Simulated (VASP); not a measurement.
CdSe: relaxation of cell and atoms with PBEsol

CdSe:

```
Cd Se
1.0
     0.00000    3.04621    3.04621
     3.04621    0.00000    3.04621
     3.04621    3.04621    0.00000
Cd Se
1 1
Direct
  0.00000 0.00000 0.00000
  0.75000 0.75000 0.75000
```

Measurements of this composition are mostly on another form, of space group No. 186.

```
Program                : VASP 6.6.1
Task                   : relaxation of cell and atoms
Functional             : PBEsol
Potentials or basis    : VASP PAW PBE potentials, release 64 (Cd, Se)
Cutoff                 : 600 eV
k mesh                 : 8 × 8 × 8
Occupations            : gaussian, width 0.03 eV
Spin                   : no spin polarisation
Further INCAR settings : ALGO = Normal; EDIFF = 1e-07; IBRION = 2; EDIFFG = -0.005; NSW = 90; ISIF = 3
```

```
Pressure after relaxing : 0.0 GPa
Band gap on the k mesh  : 0.47 eV, direct
```

Final structure:
```
Cd Se
1.0
     0.00000    3.04621    3.04621
     3.04621    0.00000    3.04621
     3.04621    3.04621    0.00000
Cd Se
1 1
Direct
  0.00000 0.00000 0.00000
  0.75000 0.75000 0.75000
```

Levels at points of the mesh, in eV from the valence-band top:
```csv
k point,band 7,band 8,band 9,band 10,band 11,band 12
"(0.00, 0.00, 0.00)",0.00,0.00,0.00,0.47,5.85,5.85
"(0.50, 0.00, 0.00)",-4.42,-0.75,-0.75,2.28,6.36,6.36
"(0.50, 0.50, 0.00)",-4.11,-1.86,-1.86,3.01,3.67,8.96
```

Run time: 9.4 s on 8 MPI ranks on Intel(R) Xeon(R) Platinum 8259CL CPU @ 2.50GHz (Skylake/Cascade Lake) (shared host), peak memory 0.23 GiB a rank.

Caveat: the relaxation stopped at its first step, so nothing moved; the PAW data sets were made with another functional, which shifts forces and pressure a little.
